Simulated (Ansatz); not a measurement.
## Stack of 1T-BiTeI under honeycomb PbTe, shifted by a third of the diagonal in a perpendicular field

Aim: how the stack of 1T-BiTeI under honeycomb PbTe, shifted by a third of the diagonal screens a field along its normal, and what the field does to its bands. A positive field points along +c.

Program: Ansatz 0.2.0. Level of theory: plane-wave DFT, LDA, Ansatz PAW, in the first sound run; inputs show where later runs differ. Results are calculated unless marked as measured.

## 1. Set-up

The cell holds 5 atoms: 1 I, 1 Bi, 2 Te and 1 Pb. Cell: a = 4.334 Å, b = 4.334 Å, c = 26.226 Å, α = 90.0°, β = 90.0°, γ = 120.0°. Regions: layer 1: 1T-BiTeI, 3 atoms (1 I, 1 Bi and 1 Te); layer 2: honeycomb PbTe, 2 atoms (1 Te and 1 Pb). Vacuum lies along c.

## 2. Relaxation

The starting cell is a guess, so the in-plane lattice and the atoms are relaxed first, with the slab cut off from its images along the normal. The program lengthens the vector along the normal by itself, so c and the volume that it reports differ from the typed ones.

input.yaml

```yaml
crystal:
  lattice:
    - [4.333625, 0.0, 0.0]
    - [-2.1668125, 3.7530293405, 0.0]
    - [0.0, 0.0, 26.2256481386]
  atoms:
    - { symbol: I, position: [0.6666666667, 0.3333333333, 0.3431755033] }
    - { symbol: Bi, position: [0.0, 0.0, 0.4074279697] }
    - { symbol: Te, position: [0.3333333333, 0.6666666667, 0.4661714393] }
    - { symbol: Te, position: [0.0, 0.0, 0.5920024572] }
    - { symbol: Pb, position: [0.6666666667, 0.3333333333, 0.6568244967] }
  periodic: [true, true, false]
kpoints:
  mp_grid: { grid: [12, 12, 1] }
hamiltonian:
  xc: lda
scf:
  occupations: { method: fermi_dirac, width: 0.05 }
  convergence: { dr2_threshold: 1.0e-09 }
relax:
  f_tol: 0.004
  max_steps: 90
  cell: {}
output:
  write_potential: true
  write_density: true
  volumetric_format: npy
```

On the command line:

```bash
> ansatz run input.yaml --threads 4 --pin off --max-ram 6144MiB --backend cpu --events-out ev --progress --plain --runs-dir out
```

Numbers of over 12 decimals in the logs are rounded to 6 here.

The program printed:

```text
Warning: crystal.periodic: the lattice vector that does not repeat stood 0.000° off the slab's normal, 26.226 Å along it as the deck builds it. The run solves the slab on a vector along the normal, 40.251 Å long, with every atom where it was (on the deck's vector they left 18.00 Å outside them, and the widest stretch free of ions among them is 3.30 Å). A fractional position that the run reports is one of the run's ce [...]
Warning: relax.cell: scf.convergence.dr2_threshold = 1e-9 eV is looser than the 1.50523407465e-10 eV advised for a relaxation that steers and ends on the stress (1e-10 eV for each atom of the cell: 5, times the square of relax.cell.stress_2d_tol = 0.05 N/m over 18.2 Å (the atoms' height at the walk's start and 5 Å past either face), 2.743e-2 GPa, over a crystal's default 0.05). What an SCF threshold leaves in a stress goes as its square root, and in the free energy as the threshold itself, and one threshold admits the most on a small cell: [figures from the program's tests cut] Set scf.convergence.dr2_threshold to 1.50523407465e-10 eV or tighter. [rest of the remark cut]
crystal.periodic: the lattice vector that does not repeat stood 0.000° off the slab's normal, 26.226 Å along it as the deck builds it. The run solves the slab on a vector along the normal, 40.251 Å long, with every atom where it was (on the deck's vector they left 18.00 Å outside them, and the widest stretch free of ions among them is 3.30 Å). A fractional position that the run reports is one of the run's cell, which [...]
Engine: ansatz 0.2.0, x86_64-unknown-linux-gnu
Pseudopotentials: kind: paw
Pseudopotential: I, paw, valence charge 17, recommended cutoff 420 eV (normal), I.paw.azcp
Pseudopotential: Bi, paw, valence charge 15, recommended cutoff 420 eV (normal), Bi.paw.azcp
Pseudopotential: Te, paw, valence charge 16, recommended cutoff 420 eV (normal), Te.paw.azcp
Pseudopotential: Pb, paw, valence charge 14, recommended cutoff 420 eV (normal), Pb.paw.azcp
Functional definition: SPW92
  exchange = slater_x
  correlation = pw_c
Crystal: 5 atoms, lattice volume = 654.656 Å³
Basis set: ecut = 420 eV, 12849 PW (Γ)
Bands: 47, of which v1, the nominal top of the filled ones, is band 39 counted from 1 (38 counted from 0)
Symmetry: 6 space group operations
Space group: P3m1 (ITA 156), of the structure as read, at distance tolerance 8.7e-5 Å
k-points: 19 of 144 (time reversal used)
Non-local potential: I, projectors of the file, l = 0: 2, l = 1: 2, l = 2: 2, l = 3: 2
Non-local potential: Bi, projectors of the file, l = 0: 2, l = 1: 2, l = 2: 2, l = 3: 2
Non-local potential: Te, projectors of the file, l = 0: 2, l = 1: 2, l = 2: 2, l = 3: 2
Non-local potential: Pb, projectors of the file, l = 0: 2, l = 1: 2, l = 2: 2, l = 3: 2
PAW form: soft (Blöchl's): semilocal exchange-correlation on the pseudo side does not see the compensation charge
PAW frozen core: I, regenerated for the run's functional, and the local potential with it (the file was generated under x = pbe(κ = 0.804, μ = 0.219515), c = pbe(β = 0.066725))
PAW frozen core: Bi, regenerated for the run's functional, and the local potential with it (the file was generated under x = pbe(κ = 0.804, μ = 0.219515), c = pbe(β = 0.066725))
PAW frozen core: Te, regenerated for the run's functional, and the local potential with it (the file was generated under x = pbe(κ = 0.804, μ = 0.219515), c = pbe(β = 0.066725))
PAW frozen core: Pb, regenerated for the run's functional, and the local potential with it (the file was generated under x = pbe(κ = 0.804, μ = 0.219515), c = pbe(β = 0.066725))
PAW one-centre angular grid: I, 590 points (default); XC on 64 Gauss nodes
PAW one-centre angular grid: Bi, 590 points (default); XC on 64 Gauss nodes
PAW one-centre angular grid: Te, 590 points (default); XC on 64 Gauss nodes
PAW one-centre angular grid: Pb, 590 points (default); XC on 64 Gauss nodes
Initial density: superposition of atomic densities (neutral atoms: chi_scale 0, normalization atom), corrected by the library's trained network
Initial wavefunctions: pseudopotential atomic-orbital guess
Functional: x = slater, c = lda
SCF iter   1: F=—  HF=-44699.098952 eV  |F-HF|=—  |Δ(HF+E_count)|=         —  Δρ=2.48e-3  dr2=1.22e-1  ethr=1.77e-3  ⟨swp⟩=19.0  Hψ=6081  notcnv=0  defer=1
preconditioner: auto → Resta (q_TF=auto, 1.914 Å⁻¹)  ε∞=1.8  [insulator: Δε(μ)=0.584 eV  Ē_g=8.486 eV  σ=0.050 eV  W_gap=0.99  n_scr=90 (ndim 8)  ℏωp=7.7 eV  f_vac=0.702  D(μ)=0.00/eV (n_scr^D=0)  ε∞_Penn≈1.8  vacuum switching on, ρ_ref=5.2e-3 e/Å³]
SCF iter   2: F=—  HF=-44699.118932 eV  |F-HF|=—  |Δ(HF+E_count)|=   2.00e-2  Δρ=2.20e-3  dr2=4.62e-1  ethr=1.57e-4  ⟨swp⟩=4.8  Hψ=1900  notcnv=0  defer=31
SCF iter   3: F=—  HF=-44699.086119 eV  |F-HF|=—  |Δ(HF+E_count)|=   3.28e-2  Δρ=1.02e-3  dr2=6.07e-2  ethr=1.57e-4  ⟨swp⟩=4.4  Hψ=1301  notcnv=0  defer=31
SCF iter   4: F=—  HF=-44699.081802 eV  |F-HF|=—  |Δ(HF+E_count)|=   4.32e-3  Δρ=4.40e-4  dr2=5.10e-3  ethr=7.78e-5  ⟨swp⟩=2.6  Hψ=1255  notcnv=0  defer=36
SCF iter   5: F=—  HF=-44699.081558 eV  |F-HF|=—  |Δ(HF+E_count)|=   2.44e-4  Δρ=2.25e-4  dr2=2.21e-3  ethr=6.54e-6  ⟨swp⟩=2.5  Hψ=1140  notcnv=0  defer=36
SCF iter   6: F=—  HF=-44699.081376 eV  |F-HF|=—  |Δ(HF+E_count)|=   1.81e-4  Δρ=9.06e-5  dr2=5.30e-5  ethr=2.83e-6  ⟨swp⟩=2.3  Hψ=1051  notcnv=0  defer=36
SCF iter   7: F=—  HF=-44699.081378 eV  |F-HF|=—  |Δ(HF+E_count)|=   1.98e-6  Δρ=2.21e-5  dr2=6.79e-6  ethr=6.80e-8  ⟨swp⟩=3.7  Hψ=2070  notcnv=0  defer=36
SCF iter   8: F=—  HF=-44699.081509 eV  |F-HF|=—  |Δ(HF+E_count)|=   1.31e-4  Δρ=6.17e-6  dr2=3.74e-7  ethr=8.70e-9  ⟨swp⟩=2.3  Hψ=1122  notcnv=0  defer=36
SCF iter   9: F=—  HF=-44699.081510 eV  |F-HF|=—  |Δ(HF+E_count)|=   1.00e-6  Δρ=2.27e-6  dr2=4.32e-8  ethr=4.80e-10  ⟨swp⟩=3.8  Hψ=1917  notcnv=0  defer=36
SCF iter  10: F=—  HF=-44699.081510 eV  |F-HF|=—  |Δ(HF+E_count)|=   2.76e-8  Δρ=5.02e-7  dr2=2.59e-9  ethr=5.54e-11  ⟨swp⟩=2.8  Hψ=1689  notcnv=0  defer=36
SCF iter  11: F=-44699.081510 eV  HF=-44699.081510 eV  |F-HF|=0.00e0  |Δ(HF+E_count)|=  5.31e-10  Δρ=1.53e-7  dr2=2.23e-10  ethr=1.28e-12  ⟨swp⟩=11.7  Hψ=6547  notcnv=0
SCF 1 converged in 11 iterations: F = -44699.081510 eV  dr2 = 2.23e-10
  greatest PAW one-centre occupation: 1.000 electrons in one spin orbital (limit 2), on the I atom at site 0 (counted from 0), in its partial waves of l = 2
[...]
SCF 3 converged in 11 iterations: F = -44699.458918 eV  dr2 = 7.43e-10
relax step   3: F+E_penalty+E_count = -44699.45891801 eV  Δ(F+E_penalty+E_count) = -1.990e-2 eV  max|allowed force component| = 3.106e-1 eV/Å  Δτ_max = 0.1017 Å  P = -1.491 N/m  Ω = 654.929 Å³  energy of the carried Pulay correction = -1.374e-5 eV  fix = [c, alpha, beta]  reactions: c -0.000 N/m  (11 SCF iters, accepted)
[...]
relax step   4: F+E_penalty+E_count = -44699.49930331 eV  Δ(F+E_penalty+E_count) = -4.039e-2 eV  max|allowed force component| = 1.286e-1 eV/Å  Δτ_max = 0.1946 Å  P = -0.467 N/m  Ω = 640.183 Å³  energy of the carried Pulay correction = +7.412e-4 eV  fix = [c, alpha, beta]  reactions: c -0.000 N/m  (11 SCF iters, accepted)
[...]
relax step   5: F+E_penalty+E_count = -44699.50483737 eV  Δ(F+E_penalty+E_count) = -5.534e-3 eV  max|allowed force component| = 4.810e-2 eV/Å  Δτ_max = 0.0722 Å  P = -0.282 N/m  Ω = 636.601 Å³  energy of the carried Pulay correction = +9.289e-4 eV  fix = [c, alpha, beta]  reactions: c -0.000 N/m  (11 SCF iters, accepted)
[...]
relax step   6: F+E_penalty+E_count = -44699.50620113 eV  Δ(F+E_penalty+E_count) = -1.364e-3 eV  max|allowed force component| = 1.807e-2 eV/Å  Δτ_max = 0.0105 Å  P = -0.030 N/m  Ω = 632.414 Å³  energy of the carried Pulay correction = +1.151e-3 eV  fix = [c, alpha, beta]  reactions: c -0.000 N/m  (9 SCF iters, accepted)
[...]
relax step   7: F+E_penalty+E_count = -44699.50634752 eV  Δ(F+E_penalty+E_count) = -1.464e-4 eV  max|allowed force component| = 5.381e-3 eV/Å  Δτ_max = 0.0052 Å  P = -0.010 N/m  Ω = 631.235 Å³  energy of the carried Pulay correction = +1.214e-3 eV  fix = [c, alpha, beta]  reactions: c -0.000 N/m  (8 SCF iters, accepted)
[...]
relax step   8: F+E_penalty+E_count = -44699.50635234 eV  Δ(F+E_penalty+E_count) = -4.819e-6 eV  max|allowed force component| = 1.061e-4 eV/Å  Δτ_max = 0.0005 Å  P = -0.000 N/m  Ω = 631.192 Å³  energy of the carried Pulay correction = +1.216e-3 eV  fix = [c, alpha, beta]  reactions: c -0.000 N/m  (6 SCF iters, accepted)
Initial wavefunctions: pseudopotential atomic-orbital guess (no wavefunctions were taken with the density)
iter 1 solved again at ethr=7.17e-6 eV; its pass at ethr=3.10e-3 eV (dr2=5.59e-3 eV) is discarded
SCF iter   1: F=—  HF=-44699.505410 eV  |F-HF|=—  |Δ(HF+E_count)|=         —  Δρ=2.33e-5  dr2=7.71e-7  ethr=7.17e-6  ⟨swp⟩=4.2  Hψ=8211  notcnv=0
eigensolver tolerance schedule: the retry pair's looser diagonalisation over-reported the residual by 7244.81 of it (diagonalisation noise at an unbounded share of the residual, at the tolerance the schedule requests for it); recorded, not acted on — ethr = c·dr2/N_el stays at c = 1.0e-1
SCF iter   2: F=—  HF=-44699.505193 eV  |F-HF|=—  |Δ(HF+E_count)|=   2.16e-4  Δρ=1.12e-5  dr2=3.12e-7  ethr=9.89e-10  ⟨swp⟩=5.9  Hψ=3334  notcnv=0
SCF iter   3: F=—  HF=-44699.505193 eV  |F-HF|=—  |Δ(HF+E_count)|=   1.07e-7  Δρ=5.91e-6  dr2=1.83e-6  ethr=4.00e-10  ⟨swp⟩=2.3  Hψ=1255  notcnv=0  recentre
SCF iter   4: F=—  HF=-44699.505193 eV  |F-HF|=—  |Δ(HF+E_count)|=   8.52e-8  Δρ=3.84e-6  dr2=4.78e-7  ethr=4.00e-10  ⟨swp⟩=2.6  Hψ=1093  notcnv=0
SCF iter   5: F=—  HF=-44699.505193 eV  |F-HF|=—  |Δ(HF+E_count)|=   2.62e-8  Δρ=7.45e-7  dr2=1.11e-8  ethr=4.00e-10  ⟨swp⟩=1.8  Hψ=963  notcnv=0
SCF iter   6: F=—  HF=-44699.505193 eV  |F-HF|=—  |Δ(HF+E_count)|=   1.38e-9  Δρ=4.20e-7  dr2=1.38e-9  ethr=1.43e-11  ⟨swp⟩=2.7  Hψ=1267  notcnv=0
SCF iter   7: F=-44699.505193 eV  HF=-44699.505193 eV  |F-HF|=1.16e-10  |Δ(HF+E_count)|=  1.31e-10  Δρ=1.66e-7  dr2=1.52e-10  ethr=1.28e-12  ⟨swp⟩=16.4  Hψ=7002  notcnv=0
SCF 9 converged in 7 iterations: F = -44699.505193 eV  dr2 = 1.52e-10
relax step   9: F+E_penalty+E_count = -44699.50519332 eV  Δ(F+E_penalty+E_count) = +1.159e-3 eV  max|allowed force component| = 9.656e-5 eV/Å  Δτ_max = 0.0000 Å  P = -0.004 N/m  Ω = 631.192 Å³  fix = [c, alpha, beta]  reactions: c -0.000 N/m  stress off target by 3.58e-3 N/m on what of the cell is left free  SCF on the basis re-selected at this cell (its energy is not comparable with the rows above)  (7 SCF iters)
basis re-selected at this cell: Δ(F+E_penalty+E_count) = +1.159e-3 eV, ΔP = -0.003 N/m vs the last step (what re-selecting the basis moved, of the pressure what is left beyond the Pulay correction that the steps carried, after the strain that the cell walked since its last selection, with what the two solves' SCF thresholds leave and, on support functions, any second-order correction that the steps lacked; it is no m [...]
WARN: The output density's exchange-correlation potential varies sharply where the density is thin. Do not read a vacuum level from v_tot or v_xc, or from such a field of the output density. On a cell that repeats whose density bears no net charge and no dipole along the vacuum's axis use v_es (v_loc + v_h of the components); under efield.dipole_correction with no amplitude use v_es + v_field, which holds any externa [...]
SCF converged after 7 iterations
Free energy (F): -44699.505193 eV
Harris-Foulkes:  -44699.505193 eV  (|F-HF|=1.16e-10)
Internal energy: -44699.505190 eV  (E = F + TS)
E sigma→0 (E₀):  -44699.505192 eV
Entropy (-TS):   -0.000003 eV (-0.001 meV/atom)
Fermi energy:    -4.229512 eV
--- Per-component energies (eV) ---
  E_band       = -2090.261190
  E_kinetic    = 1146.039437
  E_local      = -237985.449214  (includes V_loc(G=0)·N_el)
  E_nonlocal   = 223.597591
  E_hartree    = 118475.980159
  E_xc         = -745.286485
  E_vxc        = -617.178281  (∫ρ·V_xc dr)
  E_paw        = -34134.382426  (= ΣΔE_a)
  E_vpaw       = -1809.229302  (= ΣTr[D̂ρ^β])
  E_aug_tail   = -0.000797  (compensation charges beyond the density's cutoff)
  E_ewald      = 108317.940607
  E_core_change = 2.055939  (= ΣΔE_core)
  E_smearing   = -0.000003  (= −TS)
  E_closure    = -0.000000  (closes the sum)
  Σ components = -44699.505193   (vs F -44699.505193, Δ=0.00e0)
--- Forces (eV/Å), atoms counted from 1 ---
  atom   1  I      0.00000000    -0.00000000    -0.00006450
  atom   2  Bi     0.00000000    -0.00000000    -0.00014888
  atom   3  Te    -0.00000000     0.00000000     0.00003481
  atom   4  Te    -0.00000000    -0.00000000    -0.00001111
  atom   5  Pb    -0.00000000     0.00000000    -0.00007192
  max |Σ_I F_I| component: 2.62e-4 eV/Å
--- 2D stress c σ (N/m, compression-positive) ---
       -0.003579      -0.000000       0.000000
       -0.000000      -0.003579       0.000000
        0.000000       0.000000      -0.000000
  P = ½ c Tr σ = -0.0036 N/m
--- Band table (eV; the first three rows and the last of 19) ---
  k-point 0: bands = [... 35 lower, -5.8132, -5.4054, -5.4054, -4.7304, -3.7970, -3.3840, -3.0860, -3.0860, ... 4 higher]
  k-point 1: bands = [... 35 lower, -5.8514, -5.5688, -5.4792, -4.7534, -3.4766, -3.3110, -2.9690, -2.9084, ... 4 higher]
  k-point 2: bands = [... 35 lower, -6.0056, -5.6402, -5.4716, -5.1423, -3.3722, -3.1139, -2.7089, -2.3779, ... 4 higher]
  k-point 18: bands = [... 35 lower, -7.0570, -6.6187, -6.3907, -5.7666, -3.3259, -2.7599, -2.0286, -1.7974, ... 4 higher]
  the weakly bound empty levels are not read free of the cell's end (no_gap_told)
--- Relaxed structure (8 steps of the walk, 8 accepted, 1 SCFs on fresh bases) ---
  F+E_penalty+E_count = -44699.50519332 eV   max|allowed force component| = 9.656e-5 eV/Å   (the final SCF, on the basis selected at the relaxed cell)
  cell:  # Å, volume = 631.1922 Å³
    - [4.255255, 0, 0]
    - [-2.127627, 3.685159, 0]
    - [0, 0, 40.251296]
  atoms:
    - { symbol: I, position: [0.666667, 0.333333, 0.218035] }
    - { symbol: Bi, position: [-2.953811328428294e-17, 1.9956880827189397e-17, 0.269120] }
    - { symbol: Te, position: [0.333333, 0.666667, 0.312263] }
    - { symbol: Te, position: [-2.3064484091978116e-17, 1.7367429150267472e-17, 0.382855] }
    - { symbol: Pb, position: [0.666667, 0.333333, 0.424185] }
```

Elapsed: 3.6 min, on 4 threads of AMD EPYC 7R43, shared host; peak memory 1.3 GiB.

The steps of the relaxation:

```tsv
step	energy less that of the first step (eV)	largest force component (eV/Å)	volume (Å³)
1	0.0000	1.6468	654.66
2	-0.3575	0.3748	656.85
3	-0.3774	0.3106	654.93
4	-0.4178	0.1286	640.18
5	-0.4233	0.0481	636.60
6	-0.4247	0.0181	632.41
7	-0.4248	0.0054	631.24
8	-0.4248	0.0001	631.19
9*	-0.4237	0.0001	631.19
```

Relaxation steps marked * repeat the geometry before them on a plane-wave basis chosen anew for their cell, so energy and pressure can jump there.

The run keeps the 6 symmetry operations that it works with, so distortions that break them were not tested.

```tsv
cell as run	before	after	change
a (Å)	4.334	4.255	-1.8 %
b (Å)	4.334	4.255	-1.8 %
```

The atoms that moved most (Å, along periodic axes as changes of fractional coordinates times the final cell, across vacuum about the mean position):

```tsv
atom	dx	dy	dz	length
Te3	0.000	0.000	0.343	0.343
I1	0.000	0.000	-0.224	0.224
Pb5	0.000	0.000	-0.152	0.152
Bi2	0.000	0.000	0.147	0.147
Te4	0.000	0.000	-0.115	0.115
```

The lattice constant a goes from 4.334 to 4.255 Å.

(Part 1 of 4 ends here.)

[Logs are printed without paths, hosts, clocks, repeated set-up lines and the standing remarks that a program may print on its own settings, such as how far it seeks lower states.]

[Hosts, paths, dates, database ids (printed as entryN), source tags and the programs' standing remarks are cut or masked in the printed files.]

[Maps of the electrostatic potential energy from Ansatz leave out the sawtooth potential of an applied field or a dipole correction, so their vacuum need not be flat; planar profiles and work functions include it.]
